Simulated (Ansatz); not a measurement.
Spinel MgAl₂O₄, treated with PBEsol (Ansatz, a quantum-chemistry and plane-wave program, PAW).

Run with plane-wave cutoff 520 eV, 8×8×8 k mesh, Fermi–Dirac smearing 0.01 eV, scalar-relativistic PAW data made under PBE.

The volume scan:

```json
[
 {"V (Å³/atom)": "9.131", "E − E_lowest (meV/atom)": "9.66"},
 {"V (Å³/atom)": "9.321", "E − E_lowest (meV/atom)": "2.33"},
 {"V (Å³/atom)": "9.511", "E − E_lowest (meV/atom)": "0.00"},
 {"V (Å³/atom)": "9.701", "E − E_lowest (meV/atom)": "2.18"},
 {"V (Å³/atom)": "9.892", "E − E_lowest (meV/atom)": "8.43"}
]
```

Question: Estimate the bulk modulus and its pressure derivative from these points.

Answer: V0 = 9.511 Å³/atom, B0 = 190 GPa, B′ = 4.1 (fit to the energies at full precision).

Shape and atoms are relaxed at each volume.

Measured, for comparison: bulk modulus 195 GPa (300 K, copied from a table, unchecked, not corrected to a static lattice; as tabulated in BurnMan's mineral tables); equilibrium volume per atom 9.40 Å³/atom (0 K, fit to 77–300 K taken to 0 K; as tabulated in Grimes and Al-Ajaj (1992), doi:10.1088/0953-8984/4/30/004). Computed less measured: bulk modulus not scored (unchecked), equilibrium volume per atom +1.2 %.

Computed values are for the static lattice.

The result took about 7 core-minutes (a rough figure).
